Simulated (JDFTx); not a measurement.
Re:

```xyz
2
Lattice="2.7608 0.0000 0.0000 -1.3804 2.3909 0.0000 0.0000 0.0000 4.4582" Properties=species:S:1:pos:R:3 pbc="T T T"
Re    1.3804    0.7970    3.3436
Re    0.0000    1.5939    1.1145
```

```yaml
Program: JDFTx 1.7.0 (patched build)
Task: relaxation of cell and atoms
Functional: PBE
Dispersion: D2
Potentials_or_basis: PseudoDojo-SR-PBE-0.5-standard
Cutoff: 980 eV
Density_cutoff: 7837 eV
k_mesh: 11 × 11 × 6
Occupations: fermi-dirac, width 0.05 eV
Spin: no spin polarisation
```

At the start: pressure -11.3 GPa; volume 14.71 Å³/atom.

Question: Where does the relaxation end?

Answer: Over 5 steps the energy falls by 16.0 meV/atom and the volume is 14.27 Å³/atom (-3.0 %); space group P6_3/mmc (No. 194, to 0.05 Å).

The path:
```
step  energy change (eV)  largest force (eV/Å)  pressure (GPa)  volume (Å³)
   1              0.0000                0.0000          -11.30        29.43
   2             -0.0125                0.0000           -8.94        29.23
   3             -0.0320                0.0000            0.16        28.53
   4             -0.0320                0.0000            0.00        28.55
   5             -0.0320                0.0000            0.00        28.55
```

Final structure:
```xyz
2
Lattice="2.7328 0.0000 0.0000 -1.3664 2.3667 0.0000 0.0000 0.0000 4.4135" Properties=species:S:1:pos:R:3 pbc="T T T"
Re    1.3664    0.7889    3.3102
Re    0.0000    1.5778    1.1034
```

Caveat: pairwise dispersion overbinds metals, which lowers pressure and volume.
